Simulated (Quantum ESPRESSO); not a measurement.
# TaN (Fm-3m) in Quantum ESPRESSO: notebook

One crystal, TaN, is run at these levels: PW91, revPBE; tasks: band structure.

Program: Quantum ESPRESSO 7.5. These are calculated values, not measurements. Logs are shortened: lines on timing, memory, paths and dates and some standing lists are left out, and cuts for length are marked.

### 1 The structure

The structure is cubic, space group Fm-3m (No. 225). The conventional cell has a = 4.423 Å, b = 4.423 Å, c = 4.423 Å, α = 90.00°, β = 90.00°, γ = 90.00°. Around Ta (site symmetry m-3m) lie 6 N at 2.21 Å. N (site symmetry m-3m) is surrounded by 6 Ta at 2.21 Å.

The cell comes from a database or a generator and needn't be the stable form of this composition.

### 2 Band structure, PW91

Contents of pw.in:

```
&CONTROL
  calculation = 'scf'
  prefix = 'pwscf'
  outdir = './tmp'
  pseudo_dir = './pseudo'
  tprnfor = .true.
  tstress = .true.
  disk_io = 'low'
/
&SYSTEM
  ibrav = 0
  A = 3.12728298
  nat = 2
  ntyp = 2
  ecutwfc = 88
  nbnd = 24
  input_dft = 'pw91'
  occupations = 'smearing'
  smearing = 'fd'
  degauss = 0.00367493
/
&ELECTRONS
  conv_thr = 4d-10
  electron_maxstep = 120
  mixing_beta = 0.5
/
ATOMIC_SPECIES
Ta   180.9479 Ta_ONCV_PBE-1.2.upf
N     14.0070 N_ONCV_PBE-1.2.upf
CELL_PARAMETERS alat
   0.0000000000    0.7071067806    0.7071067806
   0.7071067806    0.0000000000    0.7071067806
   0.7071067806    0.7071067806    0.0000000000
ATOMIC_POSITIONS alat
Ta     0.7071067806    0.7071067806    0.7071067806
N      0.0000000000    0.0000000000    0.0000000000
K_POINTS automatic
10 10 10 0 0 0
```

Contents of bands.in:

```
&CONTROL
  calculation = 'bands'
  prefix = 'pwscf'
  outdir = './tmp'
  pseudo_dir = './pseudo'
  disk_io = 'low'
  verbosity = 'high'
/
&SYSTEM
  ibrav = 0
  A = 3.12728298
  nat = 2
  ntyp = 2
  ecutwfc = 88
  nbnd = 24
  input_dft = 'pw91'
  occupations = 'smearing'
  smearing = 'fd'
  degauss = 0.00367493
/
&ELECTRONS
  conv_thr = 1d-08
  electron_maxstep = 120
  mixing_beta = 0.5
  diago_full_acc = .true.
  startingwfc = 'random'
/
ATOMIC_SPECIES
Ta   180.9479 Ta_ONCV_PBE-1.2.upf
N     14.0070 N_ONCV_PBE-1.2.upf
CELL_PARAMETERS alat
   0.0000000000    0.7071067806    0.7071067806
   0.7071067806    0.0000000000    0.7071067806
   0.7071067806    0.7071067806    0.0000000000
ATOMIC_POSITIONS alat
Ta     0.7071067806    0.7071067806    0.7071067806
N      0.0000000000    0.0000000000    0.0000000000
K_POINTS crystal
60
 0.0000000000  0.0000000000  0.0000000000 1
 0.0625000000  0.0000000000  0.0625000000 1
 0.1250000000  0.0000000000  0.1250000000 1
 0.1875000000  0.0000000000  0.1875000000 1
 0.2500000000  0.0000000000  0.2500000000 1
 0.3125000000  0.0000000000  0.3125000000 1
 0.3750000000  0.0000000000  0.3750000000 1
 0.4375000000  0.0000000000  0.4375000000 1
 0.5000000000  0.0000000000  0.5000000000 1
 0.5000000000  0.0625000000  0.5625000000 1
 0.5000000000  0.1250000000  0.6250000000 1
 0.5000000000  0.1875000000  0.6875000000 1
 0.5000000000  0.2500000000  0.7500000000 1
 0.4375000000  0.3125000000  0.7500000000 1
 0.3750000000  0.3750000000  0.7500000000 1
 0.3375000000  0.3375000000  0.6750000000 1
 0.3000000000  0.3000000000  0.6000000000 1
 0.2625000000  0.2625000000  0.5250000000 1
 0.2250000000  0.2250000000  0.4500000000 1
 0.1875000000  0.1875000000  0.3750000000 1
 0.1500000000  0.1500000000  0.3000000000 1
 0.1125000000  0.1125000000  0.2250000000 1
 0.0750000000  0.0750000000  0.1500000000 1
 0.0375000000  0.0375000000  0.0750000000 1
 0.0000000000  0.0000000000  0.0000000000 1
 0.0625000000  0.0625000000  0.0625000000 1
 0.1250000000  0.1250000000  0.1250000000 1
 0.1875000000  0.1875000000  0.1875000000 1
 0.2500000000  0.2500000000  0.2500000000 1
 0.3125000000  0.3125000000  0.3125000000 1
 0.3750000000  0.3750000000  0.3750000000 1
 0.4375000000  0.4375000000  0.4375000000 1
 0.5000000000  0.5000000000  0.5000000000 1
 0.5250000000  0.4500000000  0.5250000000 1
 0.5500000000  0.4000000000  0.5500000000 1
 0.5750000000  0.3500000000  0.5750000000 1
 0.6000000000  0.3000000000  0.6000000000 1
 0.6250000000  0.2500000000  0.6250000000 1
 0.5833333333  0.2500000000  0.6666666667 1
 0.5416666667  0.2500000000  0.7083333333 1
 0.5000000000  0.2500000000  0.7500000000 1
 0.5000000000  0.2857142857  0.7142857143 1
 0.5000000000  0.3214285714  0.6785714286 1
 0.5000000000  0.3571428571  0.6428571429 1
 0.5000000000  0.3928571429  0.6071428571 1
 0.5000000000  0.4285714286  0.5714285714 1
 0.5000000000  0.4642857143  0.5357142857 1
 0.5000000000  0.5000000000  0.5000000000 1
 0.4821428571  0.4821428571  0.5357142857 1
 0.4642857143  0.4642857143  0.5714285714 1
 0.4464285714  0.4464285714  0.6071428571 1
 0.4285714286  0.4285714286  0.6428571429 1
 0.4107142857  0.4107142857  0.6785714286 1
 0.3928571429  0.3928571429  0.7142857143 1
 0.3750000000  0.3750000000  0.7500000000 1
 0.6250000000  0.2500000000  0.6250000000 1
 0.5937500000  0.1875000000  0.5937500000 1
 0.5625000000  0.1250000000  0.5625000000 1
 0.5312500000  0.0625000000  0.5312500000 1
 0.5000000000  0.0000000000  0.5000000000 1
```

Potentials or basis: SG15 PBE 1.2.

On the command line:

```bash
> OMP_NUM_THREADS=1 pw.x -in pw.in > pw.out
> OMP_NUM_THREADS=1 pw.x -in bands.in > bands.out
```

pw.out:

```text
This program is part of the open-source Quantum ESPRESSO suite
     for quantum simulation of materials; please cite
         "P. Giannozzi et al., J. Phys.:Condens. Matter 21 395502 (2009);
         "P. Giannozzi et al., J. Phys.:Condens. Matter 29 465901 (2017);
         "P. Giannozzi et al., J. Chem. Phys. 152 154105 (2020);
     in publications or presentations arising from this work. More details at

     IMPORTANT: XC functional enforced from input :
     Exchange-correlation= PW91
                           (   1   4   2   2   0   0   0)
     Any further DFT definition will be discarded
     Please, verify this is what you really want

     Message from routine setup:
     using ibrav=0 with symmetry is DISCOURAGED, use correct ibrav instead

     G-vector sticks info
     --------------------
     sticks:   dense  smooth     PW     G-vecs:    dense   smooth      PW
     Sum         847     847    253                16361    16361    2733

     Using Slab Decomposition

     bravais-lattice index     =            0
     lattice parameter (alat)  =       5.9097  a.u.
     unit-cell volume          =     145.9430 (a.u.)^3
     number of atoms/cell      =            2
     number of atomic types    =            2
     number of electrons       =        32.00
     number of Kohn-Sham states=           24
     kinetic-energy cutoff     =      88.0000  Ry
     charge density cutoff     =     352.0000  Ry
     scf convergence threshold =      4.0E-10
     mixing beta               =       0.5000
     number of iterations used =            8  plain     mixing
     Exchange-correlation= PW91
                           (   1   4   2   2   0   0   0)

     celldm(1)=   5.909708  celldm(2)=   0.000000  celldm(3)=   0.000000
     celldm(4)=   0.000000  celldm(5)=   0.000000  celldm(6)=   0.000000

     crystal axes: (cart. coord. in units of alat)
               a(1) = (   0.000000   0.707107   0.707107 )
               a(2) = (   0.707107   0.000000   0.707107 )
               a(3) = (   0.707107   0.707107   0.000000 )

     reciprocal axes: (cart. coord. in units 2 pi/alat)
               b(1) = ( -0.707107  0.707107  0.707107 )
               b(2) = (  0.707107 -0.707107  0.707107 )
               b(3) = (  0.707107  0.707107 -0.707107 )

     PseudoPot. # 1 for Ta read from file:
     Ta_ONCV_PBE-1.2.upf
     Pseudo is Norm-conserving, Zval = 27.0
     Generated using ONCVPSP code by D. R. Hamann
     Using radial grid of  602 points,  8 beta functions with:
                l(1) =   0
                l(2) =   0
                l(3) =   1
                l(4) =   1
                l(5) =   2
                l(6) =   2
                l(7) =   3
                l(8) =   3

     PseudoPot. # 2 for N  read from file:
     N_ONCV_PBE-1.2.upf
     Pseudo is Norm-conserving, Zval =  5.0
     Generated using ONCVPSP code by D. R. Hamann
     Using radial grid of  602 points,  4 beta functions with:
                l(1) =   0
                l(2) =   0
                l(3) =   1
                l(4) =   1

     atomic species   valence    mass     pseudopotential
     Ta               27.00   180.94790     Ta( 1.00)
     N                 5.00    14.00700     N ( 1.00)

     48 Sym. Ops., with inversion, found

   Cartesian axes

     site n.     atom                  positions (alat units)
         1        Ta     tau(   1) = (   0.7071068   0.7071068   0.7071068  )
         2        N      tau(   2) = (   0.0000000   0.0000000   0.0000000  )

     number of k points=    47  Fermi-Dirac smearing, width (Ry)=  0.0037
                       cart. coord. in units 2pi/alat
        k(    1) = (   0.0000000   0.0000000   0.0000000), wk =   0.0020000
        k(    2) = (   0.0707107   0.0707107  -0.0707107), wk =   0.0160000
        k(    3) = (   0.1414214   0.1414214  -0.1414214), wk =   0.0160000
        k(    4) = (   0.2121320   0.2121320  -0.2121320), wk =   0.0160000
        k(    5) = (   0.2828427   0.2828427  -0.2828427), wk =   0.0160000
        k(    6) = (  -0.3535534  -0.3535534   0.3535534), wk =   0.0080000
[... 39 lines left out ...]
        k(   46) = (  -0.0707107  -0.3535534   0.6363961), wk =   0.0480000
        k(   47) = (  -0.7071068   0.2828427   0.0000000), wk =   0.0240000

     Dense  grid:    16361 G-vectors     FFT dimensions: (  36,  36,  36)

     Initial potential from superposition of free atoms

     starting charge      31.9080, renormalised to      32.0000
     Starting wfcs are random

     Self-consistent Calculation

     iteration #  1     ecut=    88.00 Ry     beta= 0.50
     Davidson diagonalization with overlap
     ethr =  1.00E-02,  avg # of iterations =  8.7

     total energy              =    -516.61479167 Ry
     estimated scf accuracy    <       0.58035857 Ry

     iteration #  2     ecut=    88.00 Ry     beta= 0.50
     Davidson diagonalization with overlap
     ethr =  1.81E-03,  avg # of iterations =  2.1

     total energy              =    -516.79403301 Ry
     estimated scf accuracy    <       0.33462215 Ry

     iteration #  3     ecut=    88.00 Ry     beta= 0.50
     Davidson diagonalization with overlap
     ethr =  1.05E-03,  avg # of iterations =  1.6
[... 43 lines left out ...]
     total energy              =    -516.85715290 Ry
     estimated scf accuracy    <          4.7E-09 Ry

     iteration # 10     ecut=    88.00 Ry     beta= 0.50
     Davidson diagonalization with overlap
     ethr =  1.48E-11,  avg # of iterations =  2.0

     total energy              =    -516.85715290 Ry
     estimated scf accuracy    <          1.8E-09 Ry

     iteration # 11     ecut=    88.00 Ry     beta= 0.50
     Davidson diagonalization with overlap
     ethr =  5.61E-12,  avg # of iterations =  1.1

     End of self-consistent calculation

          k = 0.0000 0.0000 0.0000 (  2085 PWs)   bands (ev):

   -39.0474  -5.3266  -5.3266  -5.3266   9.1505   9.1505   9.1505   9.2122
     9.2291   9.2291   9.2291  11.8361  26.7200  26.7200  26.7200  28.4502
    28.4502  28.4502  30.5517  30.5517  31.9219  39.7633  54.3241  54.3241

          k = 0.0707 0.0707-0.0707 (  2043 PWs)   bands (ev):

   -39.0425  -5.4077  -5.3341  -5.3341   9.1464   9.1538   9.1538   9.2148
     9.2255   9.2255   9.2293  12.0690  25.6428  25.9958  25.9958  28.7981
    28.7981  28.8644  31.4414  31.4414  32.6164  40.4661  51.4838  52.6861

          k = 0.1414 0.1414-0.1414 (  2028 PWs)   bands (ev):

   -39.0296  -5.6145  -5.3536  -5.3536   9.1366   9.1624   9.1624   9.2165
     9.2165   9.2216   9.2297  12.7048  23.8448  24.8293  24.8293  29.4016
    29.5907  29.5907  33.2770  33.2770  34.0605  42.0871  48.2885  49.5653

          k = 0.2121 0.2121-0.2121 (  2018 PWs)   bands (ev):
[... 149 lines left out ...]
          k =-0.0707-0.6364 0.6364 (  2043 PWs)   bands (ev):

   -38.9805  -5.9742  -5.6191  -5.5750   9.1710   9.1783   9.1795   9.1912
     9.1994   9.2022   9.2479  13.2044  23.6597  24.5652  25.5198  26.5381
    33.0627  33.6893  33.7406  34.9660  37.5371  39.6778  45.7147  46.1739

          k = 0.0000-0.5657 0.5657 (  2051 PWs)   bands (ev):

   -38.9795  -5.9284  -5.7183  -5.5490   9.1637   9.1794   9.1830   9.1922
     9.1941   9.2034   9.2485  13.4718  23.4677  23.7997  24.7900  27.6277
    33.2051  33.2983  34.5336  35.0445  38.0954  40.2275  44.2608  46.3586

          k =-0.7071 0.0000 0.0000 (  2044 PWs)   bands (ev):

   -38.9789  -6.0039  -5.5927  -5.5927   9.1772   9.1772   9.1798   9.1900
     9.2007   9.2007   9.2488  13.0588  23.9092  25.1866  25.9057  25.9057
    32.5395  33.9228  33.9228  34.8337  37.1604  39.2750  46.4042  46.4042

          k = 0.2828 0.1414 0.0000 (  2036 PWs)   bands (ev):

   -39.0194  -5.6814  -5.4500  -5.3775   9.1400   9.1622   9.1690   9.2082
     9.2170   9.2228   9.2270  13.0621  22.7801  24.6344  25.0193  28.2402
    30.9114  31.2888  31.9038  33.8478  36.5956  43.3333  45.2992  48.7799

          k = 0.3536 0.2121-0.0707 (  2031 PWs)   bands (ev):

   -39.0056  -5.8490  -5.5081  -5.4023   9.1349   9.1696   9.1782   9.1989
     9.2088   9.2217   9.2347  13.6615  21.9689  23.8069  24.3472  28.9087
    31.5471  32.3369  33.1435  35.3611  37.6925  42.4482  44.1008  47.0830

          k =-0.2828-0.4243 0.5657 (  2032 PWs)   bands (ev):

   -38.9943  -5.9874  -5.5372  -5.4332   9.1301   9.1771   9.1830   9.1944
     9.2012   9.2213   9.2410  14.1766  21.3446  23.3678  23.7595  29.8988
    32.2774  32.4672  34.7346  36.5247  38.1635  41.0359  43.3867  45.0029

          k =-0.2121-0.3536 0.4950 (  2028 PWs)   bands (ev):
[... 41 lines left out ...]
          k =-0.0707-0.4950 0.6364 (  2035 PWs)   bands (ev):

   -38.9805  -5.9178  -5.6968  -5.5676   9.1617   9.1792   9.1818   9.1920
     9.1962   9.2030   9.2480  13.5605  23.2511  23.8449  24.3709  28.2027
    32.4347  33.7236  34.1722  35.3819  38.5883  40.4428  44.0530  45.9071

          k = 0.0000-0.4243 0.5657 (  2048 PWs)   bands (ev):

   -38.9811  -5.8303  -5.8183  -5.5312   9.1543   9.1784   9.1852   9.1910
     9.1953   9.2053   9.2478  13.8268  22.5517  23.7516  23.9754  29.4731
    31.4949  33.3898  34.5905  35.7627  39.8030  41.4103  42.0971  45.9891

          k =-0.7071 0.1414 0.0000 (  2044 PWs)   bands (ev):

   -38.9789  -5.9656  -5.6329  -5.6004   9.1730   9.1776   9.1797   9.1910
     9.1990   9.1997   9.2488  13.2688  23.8494  24.4291  24.7938  27.2005
    33.1976  33.3644  33.9269  35.1443  37.6493  39.8207  45.2938  46.3528

          k =-0.1414-0.4243 0.7071 (  2042 PWs)   bands (ev):

   -38.9831  -5.8928  -5.7073  -5.5445   9.1538   9.1769   9.1842   9.1908
     9.1990   9.2053   9.2467  13.7913  22.5733  23.8319  23.9195  29.3122
    31.6186  33.5552  33.9507  36.0934  39.4557  40.7751  43.0865  45.7877

          k =-0.0707-0.3536 0.6364 (  2032 PWs)   bands (ev):

   -38.9805  -5.8557  -5.7643  -5.5707   9.1572   9.1792   9.1826   9.1925
     9.1951   9.2030   9.2480  13.8063  22.7110  23.7541  23.8792  30.3358
    30.4090  33.7315  34.6259  35.2891  40.1970  41.3287  42.5664  45.4130

          k =-0.7071 0.2828 0.0000 (  2036 PWs)   bands (ev):

   -38.9789  -5.8643  -5.7373  -5.6127   9.1664   9.1786   9.1794   9.1937
     9.1970   9.1970   9.2488  13.6443  23.3772  23.7746  23.9054  29.2152
    31.3948  33.9337  34.2015  35.0348  39.6468  41.2743  43.2559  45.7186

     the Fermi energy is    30.5225 ev

!    total energy              =    -516.85715290 Ry
     estimated scf accuracy    <          2.1E-11 Ry
     smearing contrib. (-TS)   =      -0.00043360 Ry
     internal energy E=F+TS    =    -516.85671930 Ry

     The total energy is F=E-TS. E is the sum of the following terms:
     one-electron contribution =    -121.87865651 Ry
     hartree contribution      =      99.85698708 Ry
     xc contribution           =     -45.99584819 Ry
     ewald contribution        =    -448.83920169 Ry

     convergence has been achieved in  11 iterations

     Forces acting on atoms (cartesian axes, Ry/au):

     atom    1 type  1   force =     0.00000000    0.00000000   -0.00000000
     atom    2 type  2   force =    -0.00000000   -0.00000000    0.00000000

     Total force =     0.000000     Total SCF correction =     0.000000

     Computing stress (Cartesian axis) and pressure

          total   stress  (Ry/bohr**3)                   (kbar)     P=      -20.98
  -0.00014265   0.00000000   0.00000000          -20.98        0.00        0.00
   0.00000000  -0.00014265   0.00000000            0.00      -20.98        0.00
   0.00000000   0.00000000  -0.00014265            0.00        0.00      -20.98

=------------------------------------------------------------------------------=
   JOB DONE.
=------------------------------------------------------------------------------=
```

It took 65 s on 1 thread of Arm Neoverse V2, shared host; peak memory 0.09 GiB.

Results:

```
Free energy            : -7032.1998 eV
Pressure               : -2.1 GPa
Band gap on the k mesh : none (metal or under the smearing width)
```

Levels at the corners of the path, in eV from the Fermi level:
| point | band 14 | band 15 | band 16 | band 17 | band 18 | band 19 |
| --- | --- | --- | --- | --- | --- | --- |
| Γ | -3.80 | -3.80 | -2.07 | -2.07 | -2.07 | 0.03 |
| X | -5.34 | -4.62 | -4.62 | 2.02 | 3.40 | 3.40 |
| W | -6.72 | -6.72 | -0.21 | -0.21 | 3.41 | 3.87 |
| K | -6.76 | -6.12 | -2.19 | 2.36 | 2.45 | 4.37 |
| Γ | -3.80 | -3.80 | -2.07 | -2.07 | -2.07 | 0.03 |
| L | -7.48 | -7.48 | 1.81 | 1.81 | 1.89 | 3.80 |
| U | -6.76 | -6.12 | -2.19 | 2.36 | 2.45 | 4.37 |
| W | -6.72 | -6.72 | -0.21 | -0.21 | 3.41 | 3.87 |
| L | -7.48 | -7.48 | 1.81 | 1.81 | 1.89 | 3.80 |
| K | -6.76 | -6.12 | -2.19 | 2.36 | 2.45 | 4.37 |
| U | -6.76 | -6.12 | -2.19 | 2.36 | 2.45 | 4.37 |
| X | -5.34 | -4.62 | -4.62 | 2.02 | 3.40 | 3.40 |

Caveat: the potentials were made for another functional, which shifts forces and pressure; spin-orbit coupling is left out, which moves the levels of the heavy elements.

### 3 Band structure, revPBE

Edit pw.in of step 2 so:

```diff
@@ -16,3 +16,3 @@
   nbnd = 24
-  input_dft = 'pw91'
+  input_dft = 'revpbe'
   occupations = 'smearing'
```

Edit bands.in of step 2 so:

```diff
@@ -15,3 +15,3 @@
   nbnd = 24
-  input_dft = 'pw91'
+  input_dft = 'revpbe'
   occupations = 'smearing'
```

Potentials or basis: SG15 PBE 1.2.

On the command line:

```bash
> OMP_NUM_THREADS=1 pw.x -in pw.in > pw.out
> OMP_NUM_THREADS=1 pw.x -in bands.in > bands.out
```

Run time: 65 s. Hardware: 1 thread of Arm Neoverse V2, shared host; peak memory 0.09 GiB.

Results (log left out):

```
Free energy            : -7031.2330 eV
Pressure               : 4.4 GPa
Band gap on the k mesh : none (metal or under the smearing width)
```

Levels at the corners of the path, in eV from the Fermi level:
| point | band 13 | band 14 | band 15 | band 16 | band 17 | band 18 | band 19 | band 20 |
| --- | --- | --- | --- | --- | --- | --- | --- | --- |
| Γ | -3.85 | -3.85 | -3.85 | -2.05 | -2.05 | -2.05 | 0.05 | 0.05 |
| X | -6.69 | -5.35 | -4.67 | -4.67 | 2.04 | 3.42 | 3.42 | 4.31 |
| W | -7.38 | -6.78 | -6.78 | -0.22 | -0.22 | 3.44 | 3.87 | 4.41 |
| K | -7.64 | -6.83 | -6.15 | -2.20 | 2.36 | 2.48 | 4.38 | 4.84 |
| Γ | -3.85 | -3.85 | -3.85 | -2.05 | -2.05 | -2.05 | 0.05 | 0.05 |
| L | -10.25 | -7.50 | -7.50 | 1.83 | 1.83 | 1.89 | 3.70 | 7.25 |
| U | -7.64 | -6.83 | -6.15 | -2.20 | 2.36 | 2.48 | 4.38 | 4.84 |
| W | -7.38 | -6.78 | -6.78 | -0.22 | -0.22 | 3.44 | 3.87 | 4.41 |
| L | -10.25 | -7.50 | -7.50 | 1.83 | 1.83 | 1.89 | 3.70 | 7.25 |
| K | -7.64 | -6.83 | -6.15 | -2.20 | 2.36 | 2.48 | 4.38 | 4.84 |
| U | -7.64 | -6.83 | -6.15 | -2.20 | 2.36 | 2.48 | 4.38 | 4.84 |
| X | -6.69 | -5.35 | -4.67 | -4.67 | 2.04 | 3.42 | 3.42 | 4.31 |

Caveat: the potentials were made for another functional, which shifts forces and pressure; spin-orbit coupling is left out, which moves the levels of the heavy elements.
